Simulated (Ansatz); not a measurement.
## Ge under changes of volume

One of the cells (22.639 Å³/atom); the others are scaled copies at fixed shape and fractional positions:

```
CELL_PARAMETERS angstrom
0.00000 2.82891 2.82891
2.82891 0.00000 2.82891
2.82891 2.82891 0.00000
ATOMIC_POSITIONS crystal
Ge 0.75000 0.75000 0.75000
Ge 0.50000 0.50000 0.50000
```

* Program: Ansatz 0.2.0
* Functional: PBE
* Potentials or basis: Ansatz PAW
* Cutoff: 420 eV (not typed: the program's choice for these potentials)
* k mesh: 8 × 8 × 8
* Occupations: fermi-dirac, width 0.05 eV
* Spin: spin-orbit coupling, no magnetisation

```csv
volume (Å³/atom),energy over the lowest point (meV/atom),pressure (GPa)
21.281,65.60,9.0
21.733,?,?
22.186,26.05,5.2
22.639,13.62,3.6
23.092,5.34,2.2
23.545,0.93,0.9
23.997,0.00,-0.2
```

**Question.** What does the run at 21.733 Å³/atom give?

**Answer.** Energy over the lowest point 43.14 meV/atom; pressure 7.0 GPa.

Worked out: A Birch-Murnaghan fit of order 3 (a polynomial in V^(-2/3)) to the other rows has its minimum at 23.90 Å³/atom with B0 = V·E''(V) = 60 GPa and B' = 4.3. It gives 43.25 meV/atom at 21.733 Å³/atom, against the run's 43.14, and -dE/dV = 7.0 GPa, against 7.0.

Energies are extrapolated to zero smearing.
